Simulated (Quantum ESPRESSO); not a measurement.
# HfN (Pm-3m) in Quantum ESPRESSO: a series of runs, part 2 of 2

Quantum ESPRESSO 7.5.

**3. Phonons, PBE**

Contents of pw.in:

```
&CONTROL
  calculation = 'scf'
  prefix = 'pwscf'
  outdir = './tmp'
  pseudo_dir = './pseudo'
  tprnfor = .true.
  tstress = .true.
  disk_io = 'low'
/
&SYSTEM
  ibrav = 0
  nat = 2
  ntyp = 2
  ecutwfc = 88
  nbnd = 23
  occupations = 'smearing'
  smearing = 'mv'
  degauss = 0.01469973
/
&ELECTRONS
  conv_thr = 4d-10
  electron_maxstep = 120
  mixing_beta = 0.5
/
ATOMIC_SPECIES
Hf   178.4900 Hf_ONCV_PBE-1.2.upf
N     14.0070 N_ONCV_PBE-1.2.upf
CELL_PARAMETERS angstrom
   2.8250300000    0.0000000000    0.0000000000
   0.0000000000    2.8250300000    0.0000000000
   0.0000000000    0.0000000000    2.8250300000
ATOMIC_POSITIONS crystal
Hf     0.5000000000    0.5000000000    0.5000000000
N      0.0000000000    0.0000000000    0.0000000000
K_POINTS automatic
9 9 9 0 0 0
```

Contents of scf2.in:

```
&CONTROL
  calculation = 'scf'
  prefix = 'pwscf'
  outdir = './tmp'
  pseudo_dir = './pseudo'
  tprnfor = .true.
  tstress = .true.
  disk_io = 'low'
/
&SYSTEM
  ibrav = 0
  nat = 2
  ntyp = 2
  ecutwfc = 88
  nbnd = 23
  occupations = 'smearing'
  smearing = 'mv'
  degauss = 0.01469973
/
&ELECTRONS
  conv_thr = 1d-13
  electron_maxstep = 120
  mixing_beta = 0.5
  startingpot = 'file'
  startingwfc = 'file'
/
ATOMIC_SPECIES
Hf   178.4900 Hf_ONCV_PBE-1.2.upf
N     14.0070 N_ONCV_PBE-1.2.upf
CELL_PARAMETERS angstrom
   2.8250300000    0.0000000000    0.0000000000
   0.0000000000    2.8250300000    0.0000000000
   0.0000000000    0.0000000000    2.8250300000
ATOMIC_POSITIONS crystal
Hf     0.5000000000    0.5000000000    0.5000000000
N      0.0000000000    0.0000000000    0.0000000000
K_POINTS automatic
9 9 9 0 0 0
```

Contents of ph.in:

```
phonons of HfN
&INPUTPH
  prefix = 'pwscf'
  outdir = './tmp'
  tr2_ph = 1d-18
  fildyn = 'dyn'
  niter_ph = 90
  alpha_mix(1) = 0.4
/
0.0000000000 0.0000000000 0.0000000000
```

Contents of dynmat.in:

```
&INPUT
  fildyn = 'dyn'
  asr = 'crystal'
  filout = 'dynmat.disp'
  fileig = 'dynmat.eig'
/
```

Potentials or basis: SG15 PBE 1.2.

Launch:

```sh
$ OMP_NUM_THREADS=1 pw.x -in pw.in > pw.out
$ OMP_NUM_THREADS=1 pw.x -in scf2.in > scf2.out
$ OMP_NUM_THREADS=1 ph.x -in ph.in > ph.out
$ OMP_NUM_THREADS=1 dynmat.x -in dynmat.in > dynmat.out
```

pw.out:

```text
This program is part of the open-source Quantum ESPRESSO suite
     for quantum simulation of materials; please cite
         "P. Giannozzi et al., J. Phys.:Condens. Matter 21 395502 (2009);
         "P. Giannozzi et al., J. Phys.:Condens. Matter 29 465901 (2017);
         "P. Giannozzi et al., J. Chem. Phys. 152 154105 (2020);
     in publications or presentations arising from this work. More details at

     Message from routine setup:
     using ibrav=0 with symmetry is DISCOURAGED, use correct ibrav instead

     G-vector sticks info
     --------------------
     sticks:   dense  smooth     PW     G-vecs:    dense   smooth      PW
     Sum         793     793    241                17071    17071    2801

     Using Slab Decomposition

     bravais-lattice index     =            0
     lattice parameter (alat)  =       5.3385  a.u.
     unit-cell volume          =     152.1478 (a.u.)^3
     number of atoms/cell      =            2
     number of atomic types    =            2
     number of electrons       =        31.00
     number of Kohn-Sham states=           23
     kinetic-energy cutoff     =      88.0000  Ry
     charge density cutoff     =     352.0000  Ry
     scf convergence threshold =      4.0E-10
     mixing beta               =       0.5000
     number of iterations used =            8  plain     mixing
     Exchange-correlation= PBE
                           (   1   4   3   4   0   0   0)

     celldm(1)=   5.338533  celldm(2)=   0.000000  celldm(3)=   0.000000
     celldm(4)=   0.000000  celldm(5)=   0.000000  celldm(6)=   0.000000

     crystal axes: (cart. coord. in units of alat)
               a(1) = (   1.000000   0.000000   0.000000 )
               a(2) = (   0.000000   1.000000   0.000000 )
               a(3) = (   0.000000   0.000000   1.000000 )

     reciprocal axes: (cart. coord. in units 2 pi/alat)
               b(1) = (  1.000000  0.000000  0.000000 )
               b(2) = (  0.000000  1.000000  0.000000 )
               b(3) = (  0.000000  0.000000  1.000000 )

     PseudoPot. # 1 for Hf read from file:
     Hf_ONCV_PBE-1.2.upf
     Pseudo is Norm-conserving, Zval = 26.0
     Generated using ONCVPSP code by D. R. Hamann
     Using radial grid of  602 points,  8 beta functions with:
                l(1) =   0
                l(2) =   0
                l(3) =   1
                l(4) =   1
                l(5) =   2
                l(6) =   2
                l(7) =   3
                l(8) =   3

     PseudoPot. # 2 for N  read from file:
     N_ONCV_PBE-1.2.upf
     Pseudo is Norm-conserving, Zval =  5.0
     Generated using ONCVPSP code by D. R. Hamann
     Using radial grid of  602 points,  4 beta functions with:
                l(1) =   0
                l(2) =   0
                l(3) =   1
                l(4) =   1

     atomic species   valence    mass     pseudopotential
     Hf               26.00   178.49000     Hf( 1.00)
     N                 5.00    14.00700     N ( 1.00)

     48 Sym. Ops., with inversion, found

   Cartesian axes

     site n.     atom                  positions (alat units)
         1        Hf     tau(   1) = (   0.5000000   0.5000000   0.5000000  )
         2        N      tau(   2) = (   0.0000000   0.0000000   0.0000000  )

     number of k points=    35  Marzari-Vanderbilt smearing, width (Ry)=  0.0147
                       cart. coord. in units 2pi/alat
        k(    1) = (   0.0000000   0.0000000   0.0000000), wk =   0.0027435
        k(    2) = (   0.0000000   0.0000000   0.1111111), wk =   0.0164609
        k(    3) = (   0.0000000   0.0000000   0.2222222), wk =   0.0164609
        k(    4) = (   0.0000000   0.0000000   0.3333333), wk =   0.0164609
        k(    5) = (   0.0000000   0.0000000   0.4444444), wk =   0.0164609
        k(    6) = (   0.0000000   0.1111111   0.1111111), wk =   0.0329218
[... 27 lines left out ...]
        k(   34) = (   0.3333333   0.4444444   0.4444444), wk =   0.0658436
        k(   35) = (   0.4444444   0.4444444   0.4444444), wk =   0.0219479

     Dense  grid:    17071 G-vectors     FFT dimensions: (  32,  32,  32)

     Initial potential from superposition of free atoms

     starting charge      30.8759, renormalised to      31.0000
     Starting wfcs are random

     Self-consistent Calculation

     iteration #  1     ecut=    88.00 Ry     beta= 0.50
     Davidson diagonalization with overlap
     ethr =  1.00E-02,  avg # of iterations =  9.8

     total energy              =    -467.20771779 Ry
     estimated scf accuracy    <       0.55226785 Ry

     iteration #  2     ecut=    88.00 Ry     beta= 0.50
     Davidson diagonalization with overlap
     ethr =  1.78E-03,  avg # of iterations =  2.1
[... 57 lines left out ...]
     total energy              =    -467.44441805 Ry
     estimated scf accuracy    <          5.8E-10 Ry

     iteration # 11     ecut=    88.00 Ry     beta= 0.50
     Davidson diagonalization with overlap
     ethr =  1.88E-12,  avg # of iterations =  2.0

     End of self-consistent calculation

          k = 0.0000 0.0000 0.0000 (  2103 PWs)   bands (ev):

   -34.7322  -2.8606  -2.8606  -2.8606  11.2930  15.5317  15.5317  15.5317
    15.5556  15.5556  15.5556  15.6066  25.0144  25.0144  26.3348  26.3348
    26.3348  30.7353  33.7139  33.7139  33.7139  45.9051  45.9051

          k = 0.0000 0.0000 0.1111 (  2104 PWs)   bands (ev):

   -34.7219  -3.0294  -2.8456  -2.8456  11.5248  15.5267  15.5359  15.5359
    15.5402  15.5612  15.5612  15.6043  24.2974  25.1359  26.1369  26.1369
    26.7837  31.5234  33.7648  33.7648  33.7797  43.9599  46.1061
[... 193 lines left out ...]
          k = 0.4444 0.4444 0.4444 (  2152 PWs)   bands (ev):

   -34.4830  -3.7209  -3.7124  -3.7124  14.1664  15.5216  15.5229  15.5229
    15.6003  15.6003  15.6041  16.0120  20.7763  20.7763  21.1512  33.9497
    34.5254  34.5254  35.4603  35.4603  37.1791  39.0896  39.0896

     the Fermi energy is    27.4380 ev

!    total energy              =    -467.44441805 Ry
     estimated scf accuracy    <          7.3E-11 Ry
     smearing contrib. (-TS)   =      -0.00028690 Ry
     internal energy E=F+TS    =    -467.44413115 Ry

     The total energy is F=E-TS. E is the sum of the following terms:
     one-electron contribution =    -104.86570753 Ry
     hartree contribution      =      92.77531677 Ry
     xc contribution           =     -43.73337804 Ry
     ewald contribution        =    -411.62036235 Ry

     convergence has been achieved in  11 iterations

     Forces acting on atoms (cartesian axes, Ry/au):

     atom    1 type  1   force =     0.00000000    0.00000000    0.00000000
     atom    2 type  2   force =     0.00000000    0.00000000    0.00000000

     Total force =     0.000000     Total SCF correction =     0.000000

     Computing stress (Cartesian axis) and pressure

          total   stress  (Ry/bohr**3)                   (kbar)     P=        4.05
   0.00002750   0.00000000   0.00000000            4.05        0.00        0.00
   0.00000000   0.00002750   0.00000000            0.00        4.05        0.00
   0.00000000   0.00000000   0.00002750            0.00        0.00        4.05

=------------------------------------------------------------------------------=
   JOB DONE.
=------------------------------------------------------------------------------=
```

Wall time 5.2 min (1 thread of Arm Neoverse V1, shared host); peak memory 0.07 GiB.

What came out:

```yaml
Free_energy: -6359.9053 eV
Pressure_after_relaxing: 0.4 GPa
Band_gap_on_the_k_mesh: none (metal or under the smearing width)
Highest_phonon_frequency_at_Γ: 275 cm⁻¹
```

Phonon frequencies in cm⁻¹ (negative: imaginary):
```tsv
q point	frequencies
(0.000, 0.000, 0.000)	35 35 35 275 275 275
```

Optical modes at Γ, degenerate ones joined:
```tsv
cm⁻¹	components	symmetry	active in
256	3	T1u	IR
```

Caveat: the mesh is thin for the phonons of a metal; before the sum rule the acoustic modes lie tens of cm⁻¹ from zero, a sign that the density grid also shifts the optical modes. Spin-orbit coupling is left out, which matters for the levels of Hf.

**4. Phonons, PBE**

Changes to pw.in since step 3:

```diff
@@ -13,3 +13,3 @@
   ntyp = 2
-  ecutwfc = 88
+  ecutwfc = 91
   nbnd = 23
@@ -25,4 +25,4 @@
 ATOMIC_SPECIES
-Hf   178.4900 Hf_ONCV_PBE-1.2.upf
-N     14.0070 N_ONCV_PBE-1.2.upf
+Hf   178.4900 Hf.upf
+N     14.0070 N.upf
 CELL_PARAMETERS angstrom
```

Changes to scf2.in since step 3:

```diff
@@ -13,3 +13,3 @@
   ntyp = 2
-  ecutwfc = 88
+  ecutwfc = 91
   nbnd = 23
@@ -27,4 +27,4 @@
 ATOMIC_SPECIES
-Hf   178.4900 Hf_ONCV_PBE-1.2.upf
-N     14.0070 N_ONCV_PBE-1.2.upf
+Hf   178.4900 Hf.upf
+N     14.0070 N.upf
 CELL_PARAMETERS angstrom
```

ph.in is that of step 3.

dynmat.in is that of step 3.

Potentials or basis: Ansatz NC SR PBE.

Launch:

```sh
$ OMP_NUM_THREADS=1 pw.x -in pw.in > pw.out
$ OMP_NUM_THREADS=1 pw.x -in scf2.in > scf2.out
$ OMP_NUM_THREADS=1 ph.x -in ph.in > ph.out
$ OMP_NUM_THREADS=1 dynmat.x -in dynmat.in > dynmat.out
```

pw.out:

```text
[... set-up lines left out ...]
     Self-consistent Calculation

     iteration #  1     ecut=    91.00 Ry     beta= 0.50
     Davidson diagonalization with overlap
     ethr =  1.00E-02,  avg # of iterations =  4.0

     total energy              =    -553.67849596 Ry
     estimated scf accuracy    <       0.46827477 Ry

     iteration #  2     ecut=    91.00 Ry     beta= 0.50
     Davidson diagonalization with overlap
     ethr =  1.51E-03,  avg # of iterations =  2.2

     total energy              =    -553.77897842 Ry
     estimated scf accuracy    <       0.44419751 Ry

     iteration #  3     ecut=    91.00 Ry     beta= 0.50
     Davidson diagonalization with overlap
     ethr =  1.43E-03,  avg # of iterations =  1.7

     total energy              =    -553.86594086 Ry
     estimated scf accuracy    <       0.00864758 Ry

     iteration #  4     ecut=    91.00 Ry     beta= 0.50
     Davidson diagonalization with overlap
     ethr =  2.79E-05,  avg # of iterations =  3.2

     total energy              =    -553.86759985 Ry
     estimated scf accuracy    <       0.00033711 Ry

     iteration #  5     ecut=    91.00 Ry     beta= 0.50
     Davidson diagonalization with overlap
     ethr =  1.09E-06,  avg # of iterations =  2.9

     total energy              =    -553.86763391 Ry
     estimated scf accuracy    <       0.00002855 Ry

     iteration #  6     ecut=    91.00 Ry     beta= 0.50
     Davidson diagonalization with overlap
     ethr =  9.21E-08,  avg # of iterations =  1.1

     total energy              =    -553.86762976 Ry
     estimated scf accuracy    <       0.00001274 Ry

     iteration #  7     ecut=    91.00 Ry     beta= 0.50
     Davidson diagonalization with overlap
     ethr =  4.11E-08,  avg # of iterations =  1.8

     total energy              =    -553.86763160 Ry
     estimated scf accuracy    <       0.00000005 Ry

     iteration #  8     ecut=    91.00 Ry     beta= 0.50
     Davidson diagonalization with overlap
     ethr =  1.71E-10,  avg # of iterations =  2.9

     total energy              =    -553.86763162 Ry
     estimated scf accuracy    <       0.00000001 Ry

     iteration #  9     ecut=    91.00 Ry     beta= 0.50
     Davidson diagonalization with overlap
     ethr =  4.27E-11,  avg # of iterations =  2.0

     total energy              =    -553.86763162 Ry
     estimated scf accuracy    <          2.0E-09 Ry

     iteration # 10     ecut=    91.00 Ry     beta= 0.50
     Davidson diagonalization with overlap
     ethr =  6.32E-12,  avg # of iterations =  1.9

     End of self-consistent calculation

          k = 0.0000 0.0000 0.0000 (  2205 PWs)   bands (ev):

   -37.7931  -5.9390  -5.9390  -5.9390   8.1077  12.4003  12.4003  12.4003
    12.4397  12.4397  12.4397  12.4574  21.8094  21.8094  23.1817  23.1817
    23.1817  27.5449  30.5751  30.5751  30.5751  42.6797  42.6797

          k = 0.0000 0.0000 0.1111 (  2212 PWs)   bands (ev):

   -37.7828  -6.1099  -5.9238  -5.9238   8.3406  12.3953  12.4047  12.4047
    12.4246  12.4452  12.4452  12.4552  21.1165  21.9310  22.9831  22.9831
    23.6019  28.3402  30.6260  30.6260  30.6418  40.7407  42.8930

          k = 0.0000 0.0000 0.2222 (  2236 PWs)   bands (ev):

   -37.7564  -6.5227  -5.8854  -5.8854   8.9538  12.3827  12.3976  12.4133
    12.4133  12.4494  12.4623  12.4623  19.4608  22.2590  22.4949  22.4949
    25.2535  29.8296  30.8007  30.8007  30.8158  38.1450  42.4863

          k = 0.0000 0.0000 0.3333 (  2240 PWs)   bands (ev):

   -37.7262  -6.9618  -5.8412  -5.8412   9.7296  12.3687  12.3967  12.4200
    12.4200  12.4429  12.4864  12.4864  17.7867  21.9646  21.9646  22.6759
    27.6725  31.0236  31.0755  31.0755  31.3296  36.1250  40.5549

          k = 0.0000 0.0000 0.4444 (  2240 PWs)   bands (ev):

   -37.7064  -7.2336  -5.8122  -5.8122  10.3195  12.3598  12.4235  12.4235
    12.4386  12.4394  12.5041  12.5041  16.6714  21.6317  21.6317  22.9812
    29.6147  31.1655  31.3013  31.3013  33.0632  35.0046  37.8754

          k = 0.0000 0.1111 0.1111 (  2215 PWs)   bands (ev):

   -37.7724  -6.1112  -6.0742  -5.9090   8.5532  12.3978  12.4010  12.4098
    12.4300  12.4306  12.4482  12.4540  21.1009  21.3310  22.8511  22.8586
    24.2920  28.5733  30.0823  30.8873  31.1782  40.6587  41.9950

          k = 0.0000 0.1111 0.2222 (  2231 PWs)   bands (ev):

   -37.7462  -6.5025  -6.0472  -5.8711   9.1069  12.3862  12.4005  12.4106
    12.4199  12.4449  12.4484  12.4657  19.5359  21.4586  22.4982  23.1203
    25.6238  29.0915  29.8135  31.4706  31.5717  38.7242  42.0559

          k = 0.0000 0.1111 0.3333 (  2230 PWs)   bands (ev):

   -37.7161  -6.9363  -5.9980  -5.8276   9.7900  12.3724  12.3979  12.4161
    12.4273  12.4378  12.4733  12.4878  17.9876  21.4743  22.0761  23.2059
    27.8069  29.7180  29.9491  31.4081  32.4156  36.8808  40.1628

          k = 0.0000 0.1111 0.4444 (  2230 PWs)   bands (ev):

   -37.6964  -7.2053  -5.9654  -5.7990  10.2910  12.3637  12.4143  12.4310
    12.4330  12.4351  12.4909  12.5046  16.9944  21.3679  21.7947  23.3069
    29.5334  30.2649  30.3664  31.0485  33.8535  35.8507  37.5707

          k = 0.0000 0.2222 0.2222 (  2237 PWs)   bands (ev):

   -37.7201  -6.4852  -6.4051  -5.8347   9.4883  12.3869  12.3919  12.4256
    12.4266  12.4346  12.4352  12.4752  19.2734  20.8159  22.4711  23.8064
    26.5811  28.4709  29.0052  31.4592  32.4196  39.3167  41.4028

          k = 0.0000 0.2222 0.3333 (  2226 PWs)   bands (ev):

   -37.6904  -6.8715  -6.3788  -5.7930   9.9194  12.3731  12.3896  12.4209
    12.4249  12.4462  12.4509  12.4919  18.4348  20.8143  22.3692  23.9781
    28.2779  28.5211  28.7454  30.8561  33.0250  38.4997  40.3797

          k = 0.0000 0.2222 0.4444 (  2224 PWs)   bands (ev):

   -37.6709  -7.1328  -6.3388  -5.7656  10.2039  12.3670  12.3912  12.4184
    12.4274  12.4509  12.4663  12.5062  17.8397  20.8567  22.2595  23.9011
    28.7884  29.0402  29.6221  30.0490  34.5932  37.4462  38.1598
[... 93 lines left out ...]
   -37.6358  -7.0407  -6.3020  -6.2504  10.2979  12.3806  12.3961  12.4154
    12.4309  12.4644  12.4700  12.4849  18.5061  19.5498  22.0586  25.4887
    27.1059  27.6066  31.0367  31.3812  34.4378  37.8294  40.4958

          k = 0.2222 0.3333 0.3333 (  2230 PWs)   bands (ev):

   -37.6260  -6.7413  -6.6896  -6.2581  10.2687  12.3893  12.3969  12.4196
    12.4362  12.4464  12.4565  12.4912  19.0388  19.4655  21.0917  25.9810
    27.6733  27.9196  30.7197  30.7990  33.0522  40.8009  40.9815

          k = 0.2222 0.3333 0.4444 (  2235 PWs)   bands (ev):

   -37.6070  -6.9640  -6.6685  -6.2236  10.3599  12.3752  12.3929  12.4188
    12.4467  12.4535  12.4715  12.5037  18.7764  19.0783  21.3138  25.7698
    27.7333  28.1004  31.0026  31.5255  34.7009  37.8438  40.7070

          k = 0.2222 0.4444 0.4444 (  2243 PWs)   bands (ev):

   -37.5881  -6.9165  -6.9089  -6.1906  10.3919  12.3734  12.3744  12.4395
    12.4442  12.4618  12.4789  12.5037  18.8223  18.9712  20.7033  25.5529
    28.4827  28.9015  30.2544  32.7659  35.4559  37.6117  38.4703

          k = 0.3333 0.3333 0.3333 (  2230 PWs)   bands (ev):

   -37.5973  -6.6920  -6.6285  -6.6285  10.4659  12.4068  12.4107  12.4107
    12.4384  12.4384  12.4564  12.5453  18.7444  18.7444  20.3763  27.5288
    28.0934  28.0934  31.3585  31.3585  32.9669  40.2003  40.2003

          k = 0.3333 0.3333 0.4444 (  2240 PWs)   bands (ev):

   -37.5785  -6.8936  -6.6254  -6.5881  10.5948  12.3897  12.4122  12.4203
    12.4361  12.4557  12.4666  12.5899  18.3084  18.4161  20.0055  27.9288
    28.2580  28.9917  31.6986  31.8858  34.3448  37.4008  39.7261

          k = 0.3333 0.4444 0.4444 (  2255 PWs)   bands (ev):

   -37.5598  -6.8501  -6.8433  -6.5665  10.7494  12.3964  12.3968  12.4275
    12.4535  12.4557  12.4742  12.6638  18.0297  18.1114  19.0639  28.3884
    29.7449  30.1565  31.4926  32.7182  34.6672  36.6287  37.7661

          k = 0.4444 0.4444 0.4444 (  2254 PWs)   bands (ev):

   -37.5413  -6.8085  -6.8000  -6.8000  10.9877  12.4072  12.4086  12.4086
    12.4686  12.4686  12.4724  12.8541  17.6097  17.6097  17.9852  30.8021
    31.3683  31.3683  32.3058  32.3058  34.0089  35.9141  35.9141

     the Fermi energy is    24.2465 ev

!    total energy              =    -553.86763162 Ry
     estimated scf accuracy    <          1.4E-10 Ry
     smearing contrib. (-TS)   =      -0.00032805 Ry
     internal energy E=F+TS    =    -553.86730357 Ry

     The total energy is F=E-TS. E is the sum of the following terms:
     one-electron contribution =    -195.87228242 Ry
     hartree contribution      =     136.13621880 Ry
     xc contribution           =     -82.51087760 Ry
     ewald contribution        =    -411.62036235 Ry

     convergence has been achieved in  10 iterations

     Forces acting on atoms (cartesian axes, Ry/au):

     atom    1 type  1   force =     0.00000000    0.00000000    0.00000000
     atom    2 type  2   force =     0.00000000    0.00000000    0.00000000

     Total force =     0.000000     Total SCF correction =     0.000000

     Computing stress (Cartesian axis) and pressure

          total   stress  (Ry/bohr**3)                   (kbar)     P=        2.34
   0.00001589   0.00000000   0.00000000            2.34        0.00        0.00
   0.00000000   0.00001589   0.00000000            0.00        2.34        0.00
   0.00000000   0.00000000   0.00001589            0.00        0.00        2.34

=------------------------------------------------------------------------------=
   JOB DONE.
=------------------------------------------------------------------------------=
```

Wall time 12 min (1 thread of Arm Neoverse V1, shared host); peak memory 0.08 GiB.

What came out:

```
Free energy                   : -7535.7530 eV
Pressure after relaxing       : 0.2 GPa
Band gap on the k mesh        : none (metal or under the smearing width)
Highest phonon frequency at Γ : 240 cm⁻¹
```

Phonon frequencies in cm⁻¹ (negative: imaginary):
| q point | frequencies |
| --- | --- |
| (0.000, 0.000, 0.000) | 0 0 0 240 240 240 |

Optical modes at Γ, degenerate ones joined:
| cm⁻¹ | components | symmetry | active in |
| --- | --- | --- | --- |
| 240 | 3 | T1u | IR |

Caveat: the mesh is thin for the phonons of a metal.

**5. Overview**

| potentials or basis | cutoff (eV) | gap on the mesh (eV) | pressure (GPa) |
| --- | --- | --- | --- |
| PseudoDojo 0.4.1 SR PBE standard | 1143 | none | -0.5 |
| SG15 PBE 1.2 | 1197 | none | 0.4 |
| Ansatz NC SR PBE | 1238 | none | 0.2 |

Alike in all rows: task phonons; level PBE; no spin polarisation; cell relaxed; k mesh 9 × 9 × 9; smearing cold 0.2 eV.

Caveats: the mesh is thin for the phonons of a metal; before the sum rule the acoustic modes lie tens of cm⁻¹ from zero, a sign that the density grid also shifts the optical modes (some runs).

Absolute energies hang on the potentials; compare differences alone.
